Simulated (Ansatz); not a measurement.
## Al: the change of pressure and energy less free atoms with volume scale

All results are calculated (Ansatz 0.2.0). Periodic Kohn-Sham DFT of a crystal at fixed atoms, scaled to volume_scale times the given cell; pressure positive in compression, energy less spherical unpolarised free atoms, largest_vzz the field gradient of largest size among the nuclei.

The cell before it is scaled or strained (space group Fd-3m, No. 227):
```
cell vectors (Å)
   0.0000     3.0233     3.0233
   3.0233     0.0000     3.0233
   3.0233     3.0233     0.0000
atoms (fractions of the cell vectors)
Al  0.00000  0.00000  0.00000
Al  0.25000  0.25000  0.25000
```

Settings of every row: method all-electron LAPW; functional PBE; relativity scalar; k mesh 9x9x9; filling fermi-dirac; smearing width 0.08 eV; basis error target 0.25 meV/atom; nucleus gaussian.

Atom start moment: 0 on all atoms.

Limits: the cell comes from a prototype or a list of computed structures and needn't be the stable phase.

```
row  volume scale  V (Å³/atom)  pressure (GPa)  energy less free atoms (eV/atom)
  1          0.96       26.529            1.61                           -2.9981
  2          0.98       27.081               ?                                 ?
  3             1       27.635          -0.038                           -3.0033
  4          1.02       28.187          -0.743                            -3.002
  5          1.04       28.739          -1.377                           -2.9983
```

Question: what pressure and energy less free atoms should row 2 give?

Worked fit of pressure. Take u = (V_r/V)^(2/3) − 1 with V_r = 27.911 Å³ an atom, which is twice the finite (Eulerian) strain; such expansions in the strain, on which the Birch-Murnaghan equation of state is built, carry the rest volume and the bulk modulus. The shown rows have u = 0.03443, 0.00665, -0.00654, -0.0193. Least squares give pressure = −0.3997 + 53.417 × u + 143.86 × u² GPa; a straight line predicts inner rows, each left out in turn, worse (root mean square 0.063 against 0.00025 GPa). All shown rows lie on it to the printed digit. The pressure vanishes at u = 0.0073, or V = 27.61 Å³ an atom, and there the bulk modulus at fixed shape and fractions is B = −V dP/dV = (2/3)(1 + u) dP/du = 37.3 GPa. The withheld row has u = 0.02033, so the fit gives −0.3997 + 53.417 × (0.02033) + 143.86 × (0.02033)² = 0.746 GPa.

The calculation gave 0.743 GPa. The fit lies 0.003 GPa (0.1 % of the column's range) above it; its largest miss of a shown row is 0.000 GPa.

Worked fit of energy less free atoms. Take u = (V_r/V)^(2/3) − 1 with V_r = 27.911 Å³ an atom, which is twice the finite (Eulerian) strain; such expansions in the strain, on which the Birch-Murnaghan equation of state is built, carry the rest volume and the bulk modulus. The shown rows have u = 0.03443, 0.00665, -0.00654, -0.0193. Least squares give energy less free atoms = −3.00295 − 0.1033 × u + 7.094 × u² eV/atom; a straight line predicts inner rows, each left out in turn, worse (root mean square 0.0031 against 6.2e-05 eV/atom). All shown rows lie on it to the printed digit. The withheld row has u = 0.02033, so the fit gives −3.00295 − 0.1033 × (0.02033) + 7.094 × (0.02033)² = -3.0021 eV/atom.

The calculation gave -3.0022 eV/atom. The fit lies 0.0001 eV/atom (1.9 % of the column's range) above it, one unit of the last digit.
